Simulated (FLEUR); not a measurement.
The system is Bi.

```
Bi
1.0
    -1.98143    1.98143    1.98143
     1.98143   -1.98143    1.98143
     1.98143    1.98143   -1.98143
Bi
1
Direct
  0.00000 0.00000 0.00000
```

This isn't the form of Bi at room conditions, which is rhombohedral.

```yaml
Program: FLEUR MaX-R8.1 (later development tree)
Task: single point
Functional: PBEsol
Potentials_or_basis: all-electron
Basis: FLAPW
Kmax: 4.1 1/bohr
k_mesh: 9 × 9 × 9
Occupations: fermi-dirac, width 0.05 eV
Spin: no spin polarisation
Gmax: 12.7 1/bohr
Muffin-tin_radii: Bi 2.66 bohr
lmax: Bi 10
lnonsphr: Bi 10
Local_orbitals_a_species: Bi 5
Max_iterations: 60
Mixing_factor: 0.05
Mixer: Anderson
Mixer_history: 15
```

On this cell: band gap on the k mesh none (metal or under the smearing width).

The same run follows on a disturbed copy (cell strained at random at fixed volume):

```
Bi
1.0
    -2.05109    1.93226    1.96372
     2.00913   -1.95414    1.94364
     2.06996    1.97301   -1.98560
Bi
1
Direct
  0.98622 0.98269 0.98033
```

What does the disturbed cell give?

The energy (extrapolated to zero smearing) moves by +5.9 meV/atom; band gap on the k mesh none (metal or under the smearing width).

Caveats: spin-orbit coupling is left out, which moves the levels of the heavy elements.
